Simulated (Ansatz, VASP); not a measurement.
**PbSe in VASP and in Ansatz**

```
CELL_PARAMETERS angstrom
0.00000 3.06215 3.06215
3.06215 0.00000 3.06215
3.06215 3.06215 0.00000
ATOMIC_POSITIONS crystal
Pb 0.00000 0.00000 0.00000
Se 0.44897 0.44897 0.55103
```

Change from the starting cell: all Se atoms moved +0.312 Å, as atom 2 towards its neighbour atom 1 (Pb) at 3.062 Å.

Alike in both runs: task single point; functional PBE; k mesh 10 × 10 × 10; occupations gaussian, width 0.03 eV; no spin polarisation.

|  | VASP | Ansatz |
| --- | --- | --- |
| version | VASP 6.6.1 | Ansatz 0.2.0 |
| potentials or method | VASP PAW PBE potentials, release 64 (Pb_d, Se) | scalar-relativistic, plane waves, PAW |
| plane-wave cutoff (eV) | 520 | 420 |
| valence electrons in the cell | 20 | 30 |

```csv
,VASP,Ansatz,Ansatz less VASP
gap on the k mesh at the Fermi level (eV),0.99,0.99,-0.007
least direct gap on the mesh (eV),0.99,0.99,-0.007
pressure (GPa),3.8,3.9,+0.01
largest component of the traceless stress (GPa),2.94,2.92,-0.028
rms of the force components (eV/Å),0.350,0.346,-0.0046
```

Atom by atom the forces differ by 0.005 eV/Å (rms over components). The two sets of potentials don't hold the same shells in valence.

Caveats: spin-orbit coupling is left out, which as a rule narrows the gap of such compounds by several tenths of an eV. A k mesh can miss the band edges.
